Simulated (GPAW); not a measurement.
# GaSb (F-43m) in GPAW: notebook

Aim: see how the results for GaSb move with the level of theory and the settings. Levels: vdW-DF2, vdW-DF, PBEsol+D4, OLYP. Tasks: equation of state, band structure.

Program: GPAW 26.7.0. These are calculated values, not measurements. Logs are shortened: lines on timing, memory, paths and dates and some standing lists are left out, and cuts for length are marked. The log counts tension as positive stress, the text compression.

**Measured values to compare with.**

From a printed reference work, data compilation, for a bulk crystal of GaSb at 4.2 K: band gap 0.811 eV (direct).

How close the calculation comes is told below.

## 1. The structure

Symmetry: F-43m, No. 216, cubic system. The conventional cell has a = 6.118 Å, b = 6.118 Å, c = 6.118 Å, α = 90.00°, β = 90.00°, γ = 90.00°. Around Sb (site symmetry -43m) lie 4 Ga at 2.65 Å. Around Ga (site symmetry -43m) lie 4 Sb at 2.65 Å.

## 2. Equation of state, vdW-DF2

run.py

```python
from ase import Atoms
from ase.eos import EquationOfState
from ase.io import Trajectory
from ase.units import GPa
from gpaw import GPAW, PW

atoms = Atoms(['Sb', 'Ga'],
              cell=[[0.0, 3.059, 3.059],
                    [3.059, 0.0, 3.059],
                    [3.059, 3.059, 0.0]],
              scaled_positions=[[0.75, 0.75, 0.75],
                                [0.0, 0.0, 0.0]],
              pbc=True)

traj = Trajectory('eos.traj', 'w')
volumes, energies = [], []
for x in [0.94, 0.96, 0.98, 1.0, 1.02, 1.04, 1.06]:
    a = atoms.copy()
    a.set_cell(atoms.cell * x**(1 / 3), scale_atoms=True)
    calc = GPAW(mode=PW(600),
                xc={'name': 'vdW-DF2', 'backend': 'libvdwxc'},
                kpts={'size': (6, 6, 6), 'gamma': True},
                occupations={'name': 'fermi-dirac', 'width': 0.05},
                nbands=18,
                convergence={'density': 1e-05, 'energy': 1e-05},
                maxiter=150,
                txt=f'eos-{x:.2f}.txt')
    a.calc = calc
    energies.append(a.get_potential_energy(force_consistent=True))
    volumes.append(a.get_volume())
    calc.write(f'eos-{x:.2f}.gpw')
    traj.write(a)
    print(f'{x:.2f} {volumes[-1]:10.4f} A^3 {energies[-1]:14.6f} eV', flush=True)

v0, e0, B = EquationOfState(volumes, energies, eos='birchmurnaghan').fit()
print(f'V0 = {v0:.4f} A^3, E0 = {e0:.6f} eV, B0 = {B / GPa:.2f} GPa')
```

Potentials or basis: GPAW PAW data sets (gpaw-data 1.2.1), pw.

Command:

```sh
$ OMP_NUM_THREADS=1 python run.py
```

What it wrote:

```text
__  _  _
 | _ |_)|_||  |
 |__||  | ||/\| - 26.7.0

Input parameters:
  mode=PW(ecut=600.0),
  convergence={'density': 1e-05, 'energy': 1e-05},
  kpts=MonkhorstPack(size=(6, 6, 6), gamma=True),
  maxiter=150,
  nbands=18,
  occupations=Occupations(name='fermi-dirac', width=0.05),
  xc=XC(name='vdW-DF2', backend='libvdwxc')

Diagonalizing LCAO Hamiltonian
Converting LCAO to pw mode

                     Sb

       Ga

Atoms  # Å, Bohr magnetons
|   | symbol |        x |        y |        z |    initial magnetic moments |
|---|--------|----------|----------|----------|-----------------------------|
| 0 |     Sb | 4.526486 | 4.526486 | 4.526486 | ( 0.0000,  0.0000,  0.0000) |
| 1 |     Ga | 0.000000 | 0.000000 | 0.000000 | ( 0.0000,  0.0000,  0.0000) |

Unit cell  # Å
| periodic |        x |        y |        z |  lengths |    angles |
|----------|----------|----------|----------|----------|-----------|
|      yes | 0.000000 | 3.017657 | 3.017657 | 4.267612 | 60.000000 |
|      yes | 3.017657 | 0.000000 | 3.017657 | 4.267612 | 60.000000 |
|      yes | 3.017657 | 3.017657 | 0.000000 | 4.267612 | 60.000000 |

Number of symmetries: 24
Symmetry operations  # r_c * U_cc + t_c -> r_c
|    | kind |            matrix            |
|----|------|------------------------------|
|  0 |  E   |  1, 0, 0,  0, 1, 0,  0, 0, 1 |
|  1 |  σ   |  1, 0, 0,  0, 0, 1,  0, 1, 0 |
|  2 |  σ   |  1, 0,-1,  0, 1,-1,  0, 0,-1 |
|  3 |  C3  |  1, 0,-1,  0, 0,-1,  0, 1,-1 |
|  4 |  C3  |  1,-1, 0,  0,-1, 1,  0,-1, 0 |
|  5 |  σ   |  1,-1, 0,  0,-1, 0,  0,-1, 1 |
|  6 |  σ   |  0, 1, 0,  1, 0, 0,  0, 0, 1 |
|  7 |  C3  |  0, 1, 0,  0, 0, 1,  1, 0, 0 |
|  8 |  C2  |  0, 1,-1,  1, 0,-1,  0, 0,-1 |
|  9 |  S4  |  0, 1,-1,  0, 0,-1,  1, 0,-1 |
| 10 |  C3  |  0, 0, 1,  1, 0, 0,  0, 1, 0 |
| 11 |  σ   |  0, 0, 1,  0, 1, 0,  1, 0, 0 |
| 12 |  S4  |  0, 0,-1,  1, 0,-1,  0, 1,-1 |
| 13 |  C3  |  0, 0,-1,  0, 1,-1,  1, 0,-1 |
| 14 |  S4  |  0,-1, 1,  1,-1, 0,  0,-1, 0 |
| 15 |  C2  |  0,-1, 1,  0,-1, 0,  1,-1, 0 |
| 16 |  C3  |  0,-1, 0,  1,-1, 0,  0,-1, 1 |
| 17 |  S4  |  0,-1, 0,  0,-1, 1,  1,-1, 0 |
| 18 |  S4  | -1, 1, 0, -1, 0, 1, -1, 0, 0 |
| 19 |  C3  | -1, 1, 0, -1, 0, 0, -1, 0, 1 |
| 20 |  C3  | -1, 0, 1, -1, 1, 0, -1, 0, 0 |
| 21 |  S4  | -1, 0, 1, -1, 0, 0, -1, 1, 0 |
| 22 |  σ   | -1, 0, 0, -1, 1, 0, -1, 0, 1 |
| 23 |  C2  | -1, 0, 0, -1, 0, 1, -1, 1, 0 |

BZ-sampling:
  Number of BZ points: 216
  Number of IBZ points: 16

  Monkhorst-Pack size: [6, 6, 6]
  Monkhorst-Pack shift: [0.08333333333333333, 0.08333333333333333, 0.08333333333333333]

K-points  # in reciprocal-cell coordinates
|     |                                coordinates |     weight |
|-----|--------------------------------------------|------------|
|   0 | (  0.00000000,   0.00000000,   0.00000000) | 0.00462963 |
|   1 | (  0.16666667,   0.16666667,   0.00000000) | 0.02777778 |
|   2 | (  0.16666667,   0.16666667,   0.16666667) | 0.03703704 |
|   3 | (  0.33333333,   0.16666667,   0.16666667) | 0.05555556 |
|   4 | (  0.33333333,   0.33333333,  -0.33333333) | 0.05555556 |
|   5 | (  0.33333333,   0.33333333,   0.00000000) | 0.02777778 |
|   6 | (  0.33333333,   0.33333333,   0.16666667) | 0.11111111 |
|   7 | (  0.33333333,   0.33333333,   0.33333333) | 0.03703704 |
|   8 | (  0.50000000,   0.33333333,  -0.33333333) | 0.11111111 |
|   9 | (  0.50000000,   0.33333333,  -0.16666667) | 0.05555556 |
| ... |                                            |            |
|  15 | (  0.50000000,   0.50000000,   0.50000000) | 0.01851852 |

Plane wave coefficients: 1853
Cutoff: 600.0 eV

Spin-components: 1 (collinear spins)
Bands:           18
Projectors:      11
Spin-degeneracy: 2
Datatype:        complex128

Parallelization:
  kpt:    1
  domain: 1
  band:   1

Density:
  Valence electrons: 18.0
  Components: 1
  Grid points: [25 25 25]
  Charge: 0.0  # |e|

Potential:
  Grid points: [25 25 25]

species:
  Sb:
    name:    Antimony
    Z:       51.0
    valence: 15
    core:    36
    charge:  0.0  # [|e|]
    compensation charges:
      type: gauss
      rc: 0.36  # [Å]
      lmax: 2
    cutoffs:
      filter: 2.23  # [Å]
      core: 2.23  # [Å]
    projectors
    | kind |    occ | energy [eV] | rcut [Å] |
    |------|--------|-------------|----------|
    |   5s |  2.000 |     -12.815 |    1.154 |
    |   5p |  3.000 |      -4.830 |    1.233 |
    |   4d | 10.000 |     -33.514 |    1.196 |
    |    s |        |      14.396 |    1.154 |
    |    p |        |      22.381 |    1.233 |
    |    d |        |      -6.303 |    1.196 |

    Using partial waves for Sb as LCAO basis

  Ga:
    name:    Gallium
    Z:       31.0
    valence: 3
    core:    28
    charge:  0.0  # [|e|]
    compensation charges:
      type: gauss
      rc: 0.37  # [Å]
      lmax: 2
    cutoffs:
      filter: 2.06  # [Å]
      core: 4.17  # [Å]
    projectors
    | kind |    occ | energy [eV] | rcut [Å] |
    |------|--------|-------------|----------|
    |   4s |  2.000 |      -8.945 |    1.164 |
    |   4p |  1.000 |      -2.580 |    1.164 |
    |    s |        |      18.266 |    1.164 |
    |    p |        |      24.631 |    1.164 |
    |    d |        |       0.000 |    1.164 |

    Using partial waves for Ga as LCAO basis

Reference energy: -229166.229777  # eV

eigensolver:
  PPCG
  Converge bands: occupied
  niter=2

density mixing:
  MSR1-Mixer
  Pratt-step length: 0.05
  Maximum mixing coefficient: 0.75
  Old densities: 10
  SVD Regularization: 0.005
  Good broyden scale: 1.0
  Trust region scale: 1.0
  Backstep threshold: 4.0
  History deletion threshold: 6.0
  Fourier metric: weight=20.0, sigma=0.015

occupation numbers:
  Fermi-Dirac:
    width: 0.0500  # eV

poisson solver:
  ecut: 4800.0  # eV

xc functional:
  name: vdW-DF2 with libvdwxc
  Mode: serial
  Semilocal: GGA_X_RPW86+LDA_C_PW with 2 nearest neighbor stencil
  Local blocksize: 50 x 50 x 50
  PAW datasets: PBE

convergence criteria:
- Maximum integral of absolute [dens]ity change: 1e-05 electrons / valence electron
- Maximum [total energy] change in last 3 cyles: 1e-05 eV / valence electron
- Maximum integral of absolute [eigenst]ate change: 4e-08 eV^2 / valence electron
maximum number of iterations: 150

SCF iterations
|iter     | |      energy | eigst |  dens |
|---------|-|-------------|-------|-------|
|iter:   1| | -179.514549 | +0.25 |       |
|iter:   2| | -179.511368 | -1.86 | -1.28 |
|iter:   3| | -179.419812 | -1.93 | -1.30 |
|iter:   4| | -179.422243 | -2.64 | -1.91 |
|iter:   5| | -179.423541 | -4.04 | -2.52 |
|iter:   6| | -179.423691 | -4.80 | -3.07 |
|iter:   7| | -179.423710c| -5.76 | -3.68 |
|iter:   8| | -179.423713c| -6.13 | -4.17 |
|iter:   9| | -179.423713c| -7.60c| -5.11c|

Converged in 9 steps
Energy contributions relative to reference atoms: (reference = -229166.229777)

Energy contributions:
  Kinetic:          23.683746
  Coulomb:         -20.373714
  Zero:             -0.112122
  External:          0.000000
  Xc:             -182.621262
  Entropy:          -0.000723
  Spinorbit:         0.000000
  ----------------------------
  Free energy:    -179.424075
  Extrapolated:   -179.423713

dipole moment: (-10.826518, -10.826518, -10.826518)  # |e|*Ang

Fermi level: 5.568
Eigenvalues  # (at kpt = [0.000, 0.000, 0.000])
| band index |      eig [eV] | occ [0-2] |
|------------|---------------|-----------|
|          0 |       -23.682 |     2.000 |
|          1 |       -23.682 |     2.000 |
|          2 |       -23.682 |     2.000 |
|          3 |       -23.663 |     2.000 |
|          4 |       -23.663 |     2.000 |
|          5 |        -6.310 |     2.000 |
[... 10 lines left out ...]
|         16 |        15.110 |     0.000 |
|         17 |        15.110 |     0.000 |

Gap: 0.163 eV
Transition (v -> c):
  (s=0, k=0, n=8, [0.00, 0.00, 0.00]) -> (s=0, k=0, n=9, [0.00, 0.00, 0.00])
No difference between direct/indirect transitions
# Writing to eos-0.96.gpw (mode='')
```

It took 61 s on 1 thread of Arm Neoverse V2, shared host; peak memory 0.36 GiB.

Results:

```
Equilibrium volume : 32.97 Å³/atom (rough: see the caveat)
Bulk modulus       : 38 GPa (rough)
```

Energy against volume, from the lowest point:
```tsv
volume (Å³/atom)	energy (meV/atom)
26.907	154.77
27.480	116.67
28.052	84.24
28.625	56.74
29.197	33.71
29.770	14.93
30.342	0.00
```

Caveat: the minimum lies outside the volumes run; the PAW data sets were made with another functional, which shifts forces and pressure a little.

## 3. Band structure, vdW-DF, spin-orbit coupling, no magnetisation

run.py

```python
import numpy as np
from ase.dft.bandgap import bandgap
from ase.io import read, write
from gpaw import GPAW, PW
from gpaw.spinorbit import soc_eigenstates

atoms = read('GaSb.xyz')

calc = GPAW(mode=PW(600),
            xc={'name': 'vdW-DF', 'backend': 'libvdwxc'},
            kpts={'size': (6, 6, 6), 'gamma': True},
            occupations={'name': 'fermi-dirac', 'width': 0.05},
            nbands=18,
            convergence={'density': 1e-05, 'energy': 1e-05},
            maxiter=150,
            txt='gpaw.txt')
atoms.calc = calc
energy = atoms.get_potential_energy()
forces = atoms.get_forces()
calc.write('gs.gpw')
write('result.traj', atoms)
print(f'Energy: {energy:.6f} eV')
print('Forces (eV/A):')
print(forces.round(4))
print('Fermi level:', round(calc.get_fermi_level(), 4), 'eV')
print(f'Gap: {bandgap(calc)[0]:.4f} eV, direct: {bandgap(calc, direct=True)[0]:.4f} eV')

path = atoms.cell.bandpath('GXWKGLUWLK,UX', npoints=60, eps=1e-4)
bs_calc = calc.fixed_density(kpts=path, symmetry='off', nbands=30,
                             convergence={'bands': 'CBM+6.0', 'eigenstates': 1e-6}, txt='bands.txt')
bs = bs_calc.band_structure()
bs.write('bs.json')
print(f'Gap on the path: {bandgap(bs_calc)[0]:.4f} eV')

soc = soc_eigenstates(bs_calc, theta=54.7, phi=45)
np.savetxt('soc_bands.dat', soc.eigenvalues(), fmt='%.4f')
mesh = soc_eigenstates('gs.gpw', theta=54.7, phi=45)
np.savetxt('soc_mesh.dat', mesh.eigenvalues(), fmt='%.4f')
print('Fermi level with spin-orbit coupling:', round(mesh.fermi_level, 4), 'eV')
```

GaSb.xyz

```xyz
2
Lattice="0.0000000000 3.0590000000 3.0590000000 3.0590000000 0.0000000000 3.0590000000 3.0590000000 3.0590000000 0.0000000000" Properties=species:S:1:pos:R:3 pbc="T T T"
Sb     4.5885000000      4.5885000000      4.5885000000
Ga     0.0000000000      0.0000000000      0.0000000000
```

Potentials or basis: GPAW PAW data sets (gpaw-data 1.2.1), pw.

Command:

```sh
$ OMP_NUM_THREADS=1 python run.py
```

It took 32 s on 1 thread of Arm Neoverse V2, shared host; peak memory 0.3 GiB.

The run converged. Its results:

| Item | Value |
| --- | --- |
| Free energy | -98.3302 eV |
| Band gap along the path | none (metal or under the smearing width) |

Levels at the corners of the path, in eV from the Fermi level:
```tsv
point	band 14	band 15	band 16	band 17	band 18	band 19	band 20	band 21	band 22	band 23
Γ	-0.79	-0.18	-0.18	0.00	0.00	0.00	0.00	2.42	2.42	2.64
X	-7.02	-2.95	-2.95	-2.66	-2.66	0.74	0.74	1.11	1.11	8.28
W	-6.81	-3.78	-3.42	-3.31	-3.29	3.21	3.64	4.17	4.18	4.22
K	-6.78	-3.94	-3.71	-2.43	-2.40	1.22	1.26	3.62	3.77	6.29
Γ	-0.79	-0.18	-0.18	0.00	0.00	0.00	0.00	2.42	2.42	2.64
L	-6.56	-1.63	-1.63	-1.18	-1.18	0.22	0.22	3.49	3.49	3.62
U	-6.78	-3.94	-3.71	-2.43	-2.40	1.22	1.26	3.62	3.77	6.29
W	-6.81	-3.78	-3.42	-3.31	-3.29	3.21	3.64	4.17	4.18	4.22
L	-6.56	-1.63	-1.63	-1.18	-1.18	0.22	0.22	3.49	3.49	3.62
K	-6.78	-3.94	-3.71	-2.43	-2.40	1.22	1.26	3.62	3.77	6.29
U	-6.78	-3.94	-3.71	-2.43	-2.40	1.22	1.26	3.62	3.77	6.29
X	-7.02	-2.95	-2.95	-2.66	-2.66	0.74	0.74	1.11	1.11	8.28
```

Caveat: spin-orbit coupling was added after a scalar SCF, so levels and gaps hold it while energy, forces, pressure and moments don't; this program's spin-orbit splittings come out too wide for heavy elements; the PAW data sets were made with another functional, which shifts forces and pressure a little; this crystal is a semiconductor, whose small gap the functional closes, so the metal is an error of the method.

## 4. Equation of state, PBEsol+D4

run.py

```python
from ase import Atoms
from ase.calculators.mixing import SumCalculator
from ase.eos import EquationOfState
from ase.io import Trajectory
from ase.units import GPa
from dftd4.ase import DFTD4
from gpaw import GPAW, PW, setup_paths

setup_paths.insert(0, '.')

atoms = Atoms(['Sb', 'Ga'],
              cell=[[0.0, 3.059, 3.059],
                    [3.059, 0.0, 3.059],
                    [3.059, 3.059, 0.0]],
              scaled_positions=[[0.75, 0.75, 0.75],
                                [0.0, 0.0, 0.0]],
              pbc=True)

traj = Trajectory('eos.traj', 'w')
volumes, energies = [], []
for x in [0.94, 0.96, 0.98, 1.0, 1.02, 1.04, 1.06]:
    a = atoms.copy()
    a.set_cell(atoms.cell * x**(1 / 3), scale_atoms=True)
    calc = GPAW(mode=PW(600),
                xc='PBEsol',
                kpts={'size': (6, 6, 6), 'gamma': True},
                occupations={'name': 'fermi-dirac', 'width': 0.05},
                nbands=18,
                convergence={'density': 1e-05, 'energy': 1e-05},
                maxiter=150,
                txt=f'eos-{x:.2f}.txt')
    a.calc = SumCalculator([calc, DFTD4(method='pbesol')])
    energies.append(a.get_potential_energy())
    volumes.append(a.get_volume())
    p = -a.get_stress()[:3].mean() / GPa
    calc.write(f'eos-{x:.2f}.gpw')
    traj.write(a)
    print(f'{x:.2f} {volumes[-1]:10.4f} A^3 {energies[-1]:14.6f} eV {p:9.3f} GPa', flush=True)

v0, e0, B = EquationOfState(volumes, energies, eos='birchmurnaghan').fit()
print(f'V0 = {v0:.4f} A^3, E0 = {e0:.6f} eV, B0 = {B / GPa:.2f} GPa')
```

Potentials or basis: PAW data sets generated in the run's folder for this functional, pw.

Command:

```sh
$ gpaw-setup -f PBEsol Ga Sb
$ OMP_NUM_THREADS=1 python run.py
```

Wall time 59 s (1 thread of Arm Neoverse V2, shared host); peak memory 0.27 GiB.

Results (log left out):

```
Equilibrium volume                      : 27.88 Å³/atom
Bulk modulus                            : 54 GPa
Pressure derivative of the bulk modulus : 4.6 (rough: it moves with the points fitted)
```

Energy against volume, from the lowest point:
| volume (Å³/atom) | energy (meV/atom) |
| --- | --- |
| 26.907 | 6.00 |
| 27.480 | 0.76 |
| 28.052 | 0.00 |
| 28.625 | 3.07 |
| 29.197 | 9.46 |
| 29.770 | 18.96 |
| 30.342 | 31.30 |

Spin-orbit coupling is left out, which matters for the levels of Sb.

[end of part 1 of 2]
